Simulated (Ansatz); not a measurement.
BAs built on the zincblende prototype, relaxed with r2SCAN, was run in the PAW code Ansatz under altered settings. All numbers are computed, without spin polarisation but where a row says otherwise.

```yaml
crystal:
  lattice:
    - [0.00000, 2.39187, 2.39187]
    - [2.39187, 0.00000, 2.39187]
    - [2.39187, 2.39187, 0.00000]
  atoms:
    - { symbol: B, position: [0.00000, 0.00000, 0.00000] }
    - { symbol: As, position: [0.25000, 0.25000, 0.25000] }
```

The base run's other keys:
```yaml
kpoints:
  mp_grid: { grid: [4, 4, 4] }
hamiltonian:
  xc: hse06
scf:
  occupations: { method: fixed }
  n_extra_bands: 4
```

It takes 12 iterations with 531 plane waves at 420 eV and 8 k points, and leaves a mean stress of -0.45 GPa. The gap over this mesh is 2.109 eV. It ran on 4 threads of Arm Neoverse V1, on a shared host.

Outcomes, with energy and stress as changes against the base:
```csv
setting,outcome,ΔF (meV/atom),Δ mean stress (GPa),gap on the mesh (eV),iterations,wall time
"PBE hybrid, exx coeff 0.1, unscreened",converged,–,+1.8,1.978,10,3.8 s
"PBE hybrid, exx coeff 0.75, unscreened",converged,–,-5.8,5.786,19,4.3 s
"PBE hybrid, exx coeff 0.35, omega 0.3 1/Å",converged,–,-0.8,2.129,13,4 s
"PBE hybrid, exx coeff 0.05, unscreened",converged,–,+2.5,1.702,10,3.2 s
scf.n_extra_bands: 24,converged,0.0,0.0,2.109,12,4 s
basis.ecutwfc: 80,"converged, warned",+171354,+53.5,3.714,13,1.4 s
```
A dash marks a value that wasn't obtained or can't be compared. Stress is positive in compression. The base took 4.1 s.

- PBE hybrid, exx coeff 0.1, unscreened. That is 10 % exact exchange, at all ranges, against HSE06's 25 % screened at 0.208 1/Å. The mean stress moves by +1.8 GPa and the gap on the mesh by -0.131 eV (to 1.978). Totals of different functionals aren't comparable.
- PBE hybrid, exx coeff 0.75, unscreened. That is 75 % exact exchange, at all ranges, against HSE06's 25 % screened at 0.208 1/Å. The mean stress moves by -5.8 GPa and the gap on the mesh by +3.677 eV (to 5.786). Totals of different functionals aren't comparable.
- PBE hybrid, exx coeff 0.05, unscreened. That is 5 % exact exchange, at all ranges, against HSE06's 25 % screened at 0.208 1/Å. The mean stress moves by +2.5 GPa and the gap on the mesh by -0.407 eV (to 1.702). Totals of different functionals aren't comparable.
- basis.ecutwfc: 80. 59 plane waves in place of 531. The free energy moves by +171354 meV an atom, the mean stress by +53.5 GPa and the gap on the mesh by +1.606 eV (to 3.714). The basis is too small: these are errors of the cutoff. Warned: cutoff below recommended.

Within 1 meV an atom, 0.1 GPa and 0.005 eV of the base stay: scf.n_extra_bands: 24.

The runs are scalar-relativistic, without spin-orbit coupling.

The stress of a hybrid is loosely converged in these runs.

The meshes of the hybrids are coarse, so their gaps aren't converged to the digits shown.
